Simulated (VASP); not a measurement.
**Sn: band structure with PBE**

The system is Sn.

```
Sn
1.0
     0.00000    3.31873    3.31873
     3.31873    0.00000    3.31873
     3.31873    3.31873    0.00000
Sn
2
Direct
  0.00000 0.00000 0.00000
  0.25000 0.25000 0.25000
```

This isn't the form of Sn at room conditions, which is tetragonal (white tin).

* Program: VASP 6.6.1
* Task: band structure
* Functional: PBE
* Potentials or basis: VASP PAW PBE potentials, release 64 (Sn_d)
* Cutoff: 250 eV
* k mesh: 8 × 8 × 8
* Occupations: gaussian, width 0.02 eV
* Spin: no spin polarisation
* Further INCAR settings: ALGO = Normal; EDIFF = 1e-07

```json
{
  "Band gap along the path": "none (metal or under the smearing width)"
}
```

Levels at the corners of the path, in eV from the Fermi level:
```
point  band 11  band 12  band 13  band 14  band 15  band 16  band 17  band 18
    Γ   -10.04    -0.97     0.22     0.22     0.22     2.28     2.28     2.28
    X    -7.16    -7.16    -2.12    -2.12     1.02     1.02     7.43     7.43
    X    -7.16    -7.16    -2.12    -2.12     1.02     1.02     7.43     7.43
    W    -7.12    -7.12    -2.64    -2.64     3.36     3.36     4.14     4.14
    W    -7.12    -7.12    -2.64    -2.64     3.36     3.36     4.14     4.14
    K    -7.55    -6.71    -2.94    -1.79     1.26     3.39     5.61     5.89
    K    -7.55    -6.71    -2.94    -1.79     1.26     3.39     5.61     5.89
    Γ   -10.04    -0.97     0.22     0.22     0.22     2.28     2.28     2.28
    Γ   -10.04    -0.97     0.22     0.22     0.22     2.28     2.28     2.28
    L    -8.55    -5.93    -0.89    -0.89     0.00     3.33     3.33     5.82
    L    -8.55    -5.93    -0.89    -0.89     0.00     3.33     3.33     5.82
    U    -7.55    -6.71    -2.94    -1.79     1.26     3.39     5.61     5.89
    U    -7.55    -6.71    -2.94    -1.79     1.26     3.39     5.61     5.89
    W    -7.12    -7.12    -2.64    -2.64     3.36     3.36     4.14     4.14
    W    -7.12    -7.12    -2.64    -2.64     3.36     3.36     4.14     4.14
    L    -8.55    -5.93    -0.89    -0.89     0.00     3.33     3.33     5.82
    L    -8.55    -5.93    -0.89    -0.89     0.00     3.33     3.33     5.82
    K    -7.55    -6.71    -2.94    -1.79     1.26     3.39     5.61     5.89
    U    -7.55    -6.71    -2.94    -1.79     1.26     3.39     5.61     5.89
    X    -7.16    -7.16    -2.12    -2.12     1.02     1.02     7.43     7.43
```

Run time: 19 s on 1 thread of Intel(R) Xeon(R) Platinum 8488C (Sapphire Rapids), on a shared host, peak memory 0.14 GiB.

Caveat: spin-orbit coupling is left out, which moves the levels of the heavy elements.
